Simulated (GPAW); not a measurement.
TePb:

```
Pb Te
1.0
     0.00000    3.23100    3.23100
     3.23100    0.00000    3.23100
     3.23100    3.23100    0.00000
Pb Te
1 1
Direct
  0.00000 0.00000 0.00000
  0.50000 0.50000 0.50000
```

Base run:

| Item | Value |
| --- | --- |
| Program | GPAW 26.7.0 |
| Functional | LDA |
| Potentials or basis | the program's PAW data sets (release 1.2.1) made for this functional |
| Cutoff | 400 eV |
| Basis | pw |
| k mesh | 6 × 6 × 6 |
| Occupations | fermi-dirac, width 0.001 eV |
| Spin | no spin polarisation |

Its results: band gap on the k mesh 0.62 eV, direct; electronic dielectric tensor (diagonal) 30.07.

**Question.** The run is repeated on the same cell with these changes: functional from LDA to RPBE. What comes out?

**Answer.** Band gap on the k mesh 0.76 eV, direct; electronic dielectric tensor (diagonal) 26.08.

Caveats: the long-wavelength limit can be off by a per cent or two; spin-orbit coupling is left out, which as a rule narrows the gap of such compounds by several tenths of an eV; the gap is small at this level, which inflates the dielectric constant (some runs).

A k mesh can miss the band edges.
